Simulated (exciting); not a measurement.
# CdTe (F-43m) in exciting: a series of runs, part 2 of 2

exciting (release sodium).

**4. Phonons, PBEsol**

Contents of run_exciting.py:

```python
import subprocess
import xml.etree.ElementTree as ET
from ase.io import read
from ase.units import Bohr

atoms = read("CdTe.xyz")
rmt = {'Te': 2.3, 'Cd': 2.3}  # bohr
tasks = """
<groundstate do="fromscratch" ngridk="4 4 4" rgkmax="7.5" gmaxvr="14" lmaxapw="8" lmaxmat="8" lmaxvr="8" xctype="GGA_PBE_SOL" stype="Gaussian" swidth="0.00018375" nempty="10" ValenceRelativity="zora" epsengy="1e-05" epspot="1e-07" maxscl="60" outputlevel="normal"/>
<phonons method="dfpt" ngridq="1 1 1">
  <qpointset>
    <qpoint>0 0 0</qpoint>
  </qpointset>
</phonons>
"""

root = ET.Element("input")
ET.SubElement(root, "title").text = "CdTe"
structure = ET.SubElement(root, "structure", speciespath="./", tshift="false")
crystal = ET.SubElement(structure, "crystal", scale="1.0")
for vector in atoms.cell / Bohr:
    ET.SubElement(crystal, "basevect").text = " ".join(f"{x:.12f}" for x in vector)
symbols = atoms.get_chemical_symbols()
for element in dict.fromkeys(symbols):
    species = ET.SubElement(structure, "species", speciesfile=element + ".xml", rmt=str(rmt[element]))
    for symbol, position in zip(symbols, atoms.get_scaled_positions(wrap=False)):
        if symbol == element:
            ET.SubElement(species, "atom", coord=" ".join(f"{x:.12f}" for x in position))
root.extend(ET.fromstring("<tasks>" + tasks + "</tasks>"))
ET.indent(root)
ET.ElementTree(root).write("input.xml")
subprocess.run(["exciting_smp"], check=True)
```

Contents of CdTe.xyz:

```xyz
2
Lattice="0.0000000000 3.2050000000 3.2050000000 3.2050000000 0.0000000000 3.2050000000 3.2050000000 3.2050000000 0.0000000000" Properties=species:S:1:pos:R:3 pbc="T T T"
Te     4.8075000000      4.8075000000      4.8075000000
Cd     0.0000000000      0.0000000000      0.0000000000
```

Potentials or basis: all-electron LAPW+lo, shipped species files, valence relativity zora.

Command:

```
$ OMP_NUM_THREADS=1 python run_exciting.py
```

The log of the run:

```text
================================================================================
EXCITING SODIUM started
[... 10 lines left out ...]

 Lattice vectors (cartesian) :
      0.0000000000      6.0565722333      6.0565722333
      6.0565722333      0.0000000000      6.0565722333
      6.0565722333      6.0565722333      0.0000000000

 Reciprocal lattice vectors (cartesian) :
     -0.5187080303      0.5187080303      0.5187080303
      0.5187080303     -0.5187080303      0.5187080303
      0.5187080303      0.5187080303     -0.5187080303

 Unit cell volume                           :     444.3351795368
 Brillouin zone volume                      :       0.5582502239

 Species :    1 (Te)
     parameters loaded from                 :    Te.xml
     name                                   :    tellurium
     nuclear charge                         :     -52.00000000
     electronic charge                      :      52.00000000
     atomic mass                            :  232600.57070000
     muffin-tin radius                      :       2.30000000
     # of radial points in muffin-tin       :     400

     atomic positions (lattice) :
       1 :   0.75000000  0.75000000  0.75000000

 Species :    2 (Cd)
[... 42 lines left out ...]
 Total number of valence states             :      28

 Maximum Hamiltonian size                   :     294
 Maximum number of plane-waves              :     268
 Total number of local-orbitals             :      26

 Exchange-correlation type                  :      22
     PBEsol, Phys. Rev. Lett. 100, 136406 (2008)
     Generalised gradient approximation (GGA)

 Smearing scheme                            :    Gaussian
 Smearing width                             :       0.00018375

 Using multisecant Broyden potential mixing
[... 16 lines left out ...]
+ SCF iteration number :    1                                                  +
++++++++++++++++++++++++++++++++++++++++++++++++++++++++++++++++++++++++++++++++
 Total energy                               :    -12382.86868129
 _______________________________________________________________
 Fermi energy                               :         0.15422662
 Kinetic energy                             :     13051.47448996
 Coulomb energy                             :    -25109.03368054
 Exchange energy                            :      -319.22460506
 Correlation energy                         :        -6.08488564
[... 430 lines left out ...]
 RMS change in effective potential (target) :  0.249617E-09  ( 0.100000E-06)
 Absolute change in total energy   (target) :  0.150952E-06  ( 0.100000E-04)
 Charge distance                   (target) :  0.178278E-09  ( 0.100000E-04)

++++++++++++++++++++++++++++++++++++++++++++++++++++++++++++++++++++++++++++++++
| Convergency criteria checked for the last 2 iterations                       +
| Convergence targets achieved. Performing final SCF iteration                 +
++++++++++++++++++++++++++++++++++++++++++++++++++++++++++++++++++++++++++++++++
 Total energy                               :    -12387.47630896
 _______________________________________________________________
 Fermi energy                               :         0.14429810
 Kinetic energy                             :     13048.21843331
 Coulomb energy                             :    -25110.29392967
 Exchange energy                            :      -319.31413056
 Correlation energy                         :        -6.08668204
[... 14 lines left out ...]
 Estimated fundamental gap                  :         0.02659522
        valence-band maximum at    1      0.0000  0.0000  0.0000
     conduction-band minimum at    1      0.0000  0.0000  0.0000

++++++++++++++++++++++++++++++++++++++++++++++++++++++++++++++++++++++++++++++++
[... 9 lines left out ...]
| EXCITING SODIUM stopped                                                      =
================================================================================
```

input.xml:

```text
<input>
  <title>CdTe</title>
  <structure speciespath="./" tshift="false">
    <crystal scale="1.0">
      <basevect>0.000000000000 6.056572233307 6.056572233307</basevect>
      <basevect>6.056572233307 0.000000000000 6.056572233307</basevect>
      <basevect>6.056572233307 6.056572233307 0.000000000000</basevect>
    </crystal>
    <species speciesfile="Te.xml" rmt="2.3">
      <atom coord="0.750000000000 0.750000000000 0.750000000000" />
    </species>
    <species speciesfile="Cd.xml" rmt="2.3">
      <atom coord="0.000000000000 0.000000000000 -0.000000000000" />
    </species>
  </structure>
  <groundstate do="fromscratch" ngridk="4 4 4" rgkmax="7.5" gmaxvr="14" lmaxapw="8" lmaxmat="8" lmaxvr="8" xctype="GGA_PBE_SOL" stype="Gaussian" swidth="0.00018375" nempty="10" ValenceRelativity="zora" epsengy="1e-05" epspot="1e-07" maxscl="60" outputlevel="normal" />
  <phonons method="dfpt" ngridq="1 1 1">
    <qpointset>
      <qpoint>0 0 0</qpoint>
    </qpointset>
  </phonons>
</input>
```

Wall time 6.3 min (1 thread of AMD EPYC 7R13 (Zen 3), shared host); peak memory 1 GiB.

What came out:

```yaml
Band_gap_on_the_k_mesh: 0.72 eV, direct
All_electrons_inside_the_program's_atomic_spheres: Te 49.08; Cd 45.99 (radii Te 2.3, Cd 2.3 bohr)
Born_charges_mean_of_the_diagonal: Te -2.18; Cd +2.18 e
```

Levels at points of the mesh, in eV from the valence-band top:
| k point | band 14 | band 15 | band 16 | band 17 | band 18 | band 19 | band 20 | band 21 |
| --- | --- | --- | --- | --- | --- | --- | --- | --- |
| (0.00, 0.00, 0.00) | -8.11 | 0.00 | 0.00 | 0.00 | 0.72 | 4.51 | 4.51 | 4.51 |
| (0.50, 0.00, 0.00) | -7.75 | -4.68 | -0.84 | -0.84 | 1.74 | 5.12 | 5.12 | 6.94 |
| (0.50, 0.50, 0.00) | -7.59 | -4.53 | -2.01 | -2.01 | 2.42 | 2.58 | 8.88 | 9.23 |

Born effective charge tensors (e):
atom 1, Te
```
-2.18  0.00  0.00
 0.00 -2.18  0.00
 0.00  0.00 -2.18
```
atom 2, Cd
```
2.18 0.00 0.00
0.00 2.18 0.00
0.00 0.00 2.18
```

Caveat: the k mesh is coarse (spacing up to 0.42 Å⁻¹), so the values aren't converged; imaginary frequencies would show as zero here, so a zero away from Γ can hide an instability; at Γ the modes are those without the macroscopic field, so the longitudinal optical ones aren't split off; the coarse mesh runs through a small direct gap, which inflates the dielectric tensor, so the log's value isn't listed; spin-orbit coupling is left out, which moves the levels of the heavy elements.

**5. G0W0 quasiparticle levels, PBEsol**

Contents of input.xml:

```xml
<input>
  <title>CdTe</title>
  <structure speciespath="./" tshift="false">
    <crystal scale="1">
      <basevect>0.000000000000 6.056572229426 6.056572229426</basevect>
      <basevect>6.056572229426 0.000000000000 6.056572229426</basevect>
      <basevect>6.056572229426 6.056572229426 0.000000000000</basevect>
    </crystal>
    <species speciesfile="Te.xml" rmt="2.3">
      <atom coord="0.750000000000 0.750000000000 0.750000000000"/>
    </species>
    <species speciesfile="Cd.xml" rmt="2.3">
      <atom coord="0.000000000000 0.000000000000 0.000000000000"/>
    </species>
  </structure>
  <groundstate do="fromscratch" ngridk="5 5 5" rgkmax="7.5" gmaxvr="14" lmaxapw="10" lmaxmat="10" lmaxvr="8" xctype="GGA_PBE_SOL" stype="Gaussian" swidth="0.00018375" nempty="10" ValenceRelativity="iora*" epsengy="1e-05" epspot="1e-05" maxscl="60" outputlevel="normal"/>
  <gw taskname="g0w0" ngridq="3 3 3" nempty="40" ibgw="12" nbgw="23" enforceDegeneracy="false" coreflag="xal">
    <mixbasis lmaxmb="3" epsmb="0.0001" gmb="1"/>
    <barecoul basis="mb" barcevtol="0.1"/>
    <freqgrid fgrid="gauleg2" nomeg="16" freqmax="1"/>
    <selfenergy method="ac" singularity="mpb"/>
  </gw>
</input>
```

Potentials or basis: all-electron LAPW+lo, shipped species files, valence relativity iora*.

Command:

```
$ OMP_NUM_THREADS=1 exciting_smp
```

INFO.OUT:

```text
================================================================================
EXCITING SODIUM started
[... 10 lines left out ...]

 Lattice vectors (cartesian) :
      0.0000000000      6.0565722294      6.0565722294
      6.0565722294      0.0000000000      6.0565722294
      6.0565722294      6.0565722294      0.0000000000

 Reciprocal lattice vectors (cartesian) :
     -0.5187080306      0.5187080306      0.5187080306
      0.5187080306     -0.5187080306      0.5187080306
      0.5187080306      0.5187080306     -0.5187080306

 Unit cell volume                           :     444.3351786826
 Brillouin zone volume                      :       0.5582502249

 Species :    1 (Te)
     parameters loaded from                 :    Te.xml
     name                                   :    tellurium
     nuclear charge                         :     -52.00000000
     electronic charge                      :      52.00000000
     atomic mass                            :  232600.57070000
     muffin-tin radius                      :       2.30000000
     # of radial points in muffin-tin       :     400

     atomic positions (lattice) :
       1 :   0.75000000  0.75000000  0.75000000

 Species :    2 (Cd)
[... 42 lines left out ...]
 Total number of valence states             :      28

 Maximum Hamiltonian size                   :     300
 Maximum number of plane-waves              :     274
 Total number of local-orbitals             :      26

 Exchange-correlation type                  :      22
     PBEsol, Phys. Rev. Lett. 100, 136406 (2008)
     Generalised gradient approximation (GGA)

 Smearing scheme                            :    Gaussian
 Smearing width                             :       0.00018375

 Using multisecant Broyden potential mixing
[... 16 lines left out ...]
+ SCF iteration number :    1                                                  +
++++++++++++++++++++++++++++++++++++++++++++++++++++++++++++++++++++++++++++++++
 Total energy                               :    -12382.67912133
 _______________________________________________________________
 Fermi energy                               :         0.15421244
 Kinetic energy                             :     13051.59457784
 Coulomb energy                             :    -25108.97021050
 Exchange energy                            :      -319.21861154
 Correlation energy                         :        -6.08487712
[... 462 lines left out ...]
 RMS change in effective potential (target) :  0.433433E-10  ( 0.100000E-04)
 Absolute change in total energy   (target) :  0.219739E-06  ( 0.100000E-04)
 Charge distance                   (target) :  0.709028E-10  ( 0.100000E-04)

++++++++++++++++++++++++++++++++++++++++++++++++++++++++++++++++++++++++++++++++
| Convergency criteria checked for the last 2 iterations                       +
| Convergence targets achieved. Performing final SCF iteration                 +
++++++++++++++++++++++++++++++++++++++++++++++++++++++++++++++++++++++++++++++++
 Total energy                               :    -12387.46779683
 _______________________________________________________________
 Fermi energy                               :         0.14378800
 Kinetic energy                             :     13048.21828868
 Coulomb energy                             :    -25110.28818598
 Exchange energy                            :      -319.31119590
 Correlation energy                         :        -6.08670363
[... 14 lines left out ...]
 Estimated fundamental gap                  :         0.02691197
        valence-band maximum at    1      0.0000  0.0000  0.0000
     conduction-band minimum at    1      0.0000  0.0000  0.0000

++++++++++++++++++++++++++++++++++++++++++++++++++++++++++++++++++++++++++++++++
[... 9 lines left out ...]
| EXCITING SODIUM stopped                                                      =
================================================================================
```

GW_INFO.OUT:

```text
================================================================================
=                            GW input parameters                               =
================================================================================

 GW taskname:
[... 195 lines left out ...]
     - symmetry                             :         0.00
     Self-energy                            :       254.80
     - calcselfx                            :        73.01
     - calcselfc                            :       181.80
     - calcvxcnn                            :         1.68
     - input/output                         :         0.00
 _________________________________________________________
 Total                                      :      1855.56
```

EVALQP.DAT:

```text
[... 69 lines left out ...]
  19        0.17460267       0.35243062       0.20333917      -0.28842727      -0.14070434      -0.00067951      -0.46625523       0.17782796       0.02873651       0.77407622
  20        0.23840978       0.42748525       0.26765333      -0.24639381      -0.15128808      -0.00200815      -0.43546928       0.18907548       0.02924355       0.77389691
  21        0.24455393       0.42165139       0.26865325      -0.25330048      -0.14643116      -0.00247122      -0.43039794       0.17709746       0.02409932       0.78585678
  22        0.26122178       0.45418827       0.28714565      -0.20584444      -0.15947516      -0.00327437      -0.39881092       0.19296649       0.02592387       0.77404726
  23        0.32080881       0.50699838       0.34316995      -0.21652026      -0.15721768      -0.00411454      -0.40270982       0.18618957       0.02236113       0.77182173
```

Run time: 32 min. Hardware: 1 thread of AMD EPYC 7R13 (Zen 3), shared host; peak memory 0.56 GiB.

Results:

```
Band gap on the k mesh, mean-field level          : 0.73 eV, direct
All electrons inside the program's atomic spheres : Te 49.07; Cd 45.99 (radii Te 2.3, Cd 2.3 bohr)
Quasiparticle gap                                 : 1.69 eV
Least direct quasiparticle gap                    : 1.69 eV
```

Levels at points of the mesh, in eV from the valence-band top:
| k point | band 15 | band 16 | band 17 | band 18 | band 19 | band 20 |
| --- | --- | --- | --- | --- | --- | --- |
| (0.00, 0.00, 0.00) | 0.00 | 0.00 | 0.00 | 0.73 | 4.52 | 4.52 |

Caveat: the basis lacks high local orbitals and the q mesh is coarse, so quasiparticle gaps aren't converged; this odd mesh holds no zone-boundary point such as X or L, so its gap can lie well above the true one; spin-orbit coupling is left out, which moves the levels of the heavy elements.

**6. For comparison**

An earlier run on the cell as given: functional PBE; potentials or basis all-electron LAPW+lo, shipped species files, valence relativity iora*; rgkmax 9; k mesh 7 × 7 × 7; occupations fermi-dirac, width 0.05 eV; no spin polarisation.

- Band gap on the k mesh: 0.87 eV, direct
- All electrons inside the program's atomic spheres: Te 49.08; Cd 46.00 (radii Te 2.3, Cd 2.3 bohr)

**7. Overview**

```csv
task,level,potentials or basis,k mesh,smearing,method,first band of the group,last band of the group,lmaxapw (and lmaxmat),valence relativity,rgkmax,mesh quality,gap on the mesh (eV)
Wannier functions,PBEsol,"all-electron LAPW+lo, shipped species files, valence relativity iora*",5 × 5 × 5,gaussian 0.005 eV,opfmax,15,17,10,iora*,7.5,not flagged,0.73
TDDFT spectrum,LDA,"all-electron LAPW+lo, shipped species files, valence relativity iora*",5 × 5 × 5,gaussian 0.005 eV,-,-,-,10,iora*,7.5,not flagged,0.59
phonons,PBEsol,"all-electron LAPW+lo, shipped species files, valence relativity zora",4 × 4 × 4,gaussian 0.005 eV,-,-,-,8,zora,7.5,coarse,0.72
G0W0 quasiparticle levels,PBEsol,"all-electron LAPW+lo, shipped species files, valence relativity iora*",5 × 5 × 5,gaussian 0.005 eV,-,-,-,10,iora*,7.5,not flagged,-
single point,PBE,"all-electron LAPW+lo, shipped species files, valence relativity iora*",7 × 7 × 7,fermi-dirac 0.05 eV,-,-,-,10,iora*,9,not flagged,0.87
```

Alike in all rows: no spin polarisation; cell as given.

Caveats: some runs use coarse meshes; spin-orbit coupling is left out, which moves the levels of the heavy elements; the scissor shift is a trial value, not fitted to this crystal (some runs); spectra need much finer meshes, so this one isn't converged (some runs); imaginary frequencies would show as zero here, so a zero away from Γ can hide an instability (some runs); at Γ the modes are those without the macroscopic field, so the longitudinal optical ones aren't split off (some runs); the basis lacks high local orbitals and the q mesh is coarse, so quasiparticle gaps aren't converged (some runs); this odd mesh holds no zone-boundary point such as X or L, so its gap can lie well above the true one (some runs).

Compare energies only between runs with the same functional and basis.

**8. Against experiment**

Step 2. A measured gap of CdTe is 1.607 eV (0 K; a printed reference work, data compilation); the calculated 0.73 eV misses it by -0.87 eV. Spin-orbit coupling on Cd, Te is left out. The value is that of PBEsol, without temperature or zero-point motion. Semilocal functionals fall short of measured gaps as a rule.

Step 3. A measured gap of CdTe is 1.607 eV (0 K; a printed reference work, data compilation); the calculated 0.59 eV misses it by -1.01 eV. So large a miss can be the level of theory's own, or it may mean another phase, state or a wrong row. Spin-orbit coupling on Cd, Te is left out. The value is that of LDA, without temperature or zero-point motion. Semilocal functionals fall short of measured gaps as a rule.

Step 5. Measured gap of CdTe: 1.607 eV (0 K; a printed reference work, data compilation). This calculation gives 1.69 eV (+0.08 eV). Spin-orbit coupling on Cd, Te is left out. The value is that of G0W0 on PBEsol, without temperature or zero-point motion.
